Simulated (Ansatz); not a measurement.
**TiAl3 (I4/mmm)**

Level of theory: Ansatz, DFT r2SCAN, scalar-relativistic, plane waves, PAW.

Plane waves to 500 eV, a k mesh through Γ of 16×16×16 on the computed 4-atom cell and Gaussian smearing (0.10 eV); no spin polarisation.

The structure is relaxed at this level of theory with its symmetry kept.

```cif
data_structure
_symmetry_space_group_name_H-M 'I4/mmm'
_symmetry_Int_Tables_number 139
_cell_length_a 3.8240
_cell_length_b 3.8240
_cell_length_c 8.5638
_cell_angle_alpha 90.000
_cell_angle_beta 90.000
_cell_angle_gamma 90.000
_cell_volume 125.23
loop_
_atom_site_label
_atom_site_type_symbol
_atom_site_symmetry_multiplicity
_atom_site_Wyckoff_symbol
_atom_site_fract_x
_atom_site_fract_y
_atom_site_fract_z
_atom_site_occupancy
Ti1 Ti 2 a 0.00000 0.00000 0.00000 1
Al1 Al 2 b 0.50000 0.50000 0.00000 1
Al2 Al 4 d 0.00000 0.50000 0.25000 1
```

| Item | Value |
| --- | --- |
| Space group | I4/mmm (No. 139) |
| Volume per atom | 105.6 bohr³ |
| Formation energy from the elements' standard states (uncorrected) | -0.435 eV/atom |
| Generalised Kohn–Sham band gap | none (metal) |
| Density of states at the Fermi level | 1.58 states/eV per cell |
| Löwdin character within 0.5 eV of the Fermi level | Ti 3d 68 %, Al 3p 25 % |
| Bulk modulus | 115 GPa |
| Its pressure derivative | 4.0 |
| Bader charges (e) | Ti (1 in the cell) 0.91, Al (1 in the cell) -0.28, Al (2 in the cell) -0.31 |